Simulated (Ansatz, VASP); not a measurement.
# WC: VASP beside Ansatz

```
W C
1.0
     0.00000    2.19001    2.19001
     2.27761    0.00000    2.19001
     2.27761    2.19001    0.00000
W C
1 1
Cartesian
  0.0000 0.0000 0.0000
  2.2776 2.1900 2.1900
```

Change from the starting cell: strain +0.0400 x Voigt [1, 0, 0, 0, 0, 0], atoms carried along.

Alike in both runs: task single point; functional PBE; k mesh 24 × 24 × 24; occupations gaussian, width 0.15 eV; no spin polarisation.

|  | VASP | Ansatz |
| --- | --- | --- |
| version | VASP 6.6.1 | Ansatz 0.2.0 |
| potentials or method | VASP PAW PBE potentials, release 64 (W_sv, C) | scalar-relativistic, plane waves, PAW |
| plane-wave cutoff (eV) | 520 | 420 |
| valence electrons in the cell | 18 | 18 |

```tsv
	VASP	Ansatz	Ansatz less VASP
gap on the k mesh at the Fermi level (eV)	none	none	-
pressure (GPa)	-11.3	-12.1	-0.76
largest component of the traceless stress (GPa)	10.83	10.76	-0.070
```

A gap of «none» marks a metal or a gap that the smearing closes. The functional is the same, so the differences come from potentials, cutoffs and numerics.

Spin-orbit coupling is left out, which matters for the levels of W.
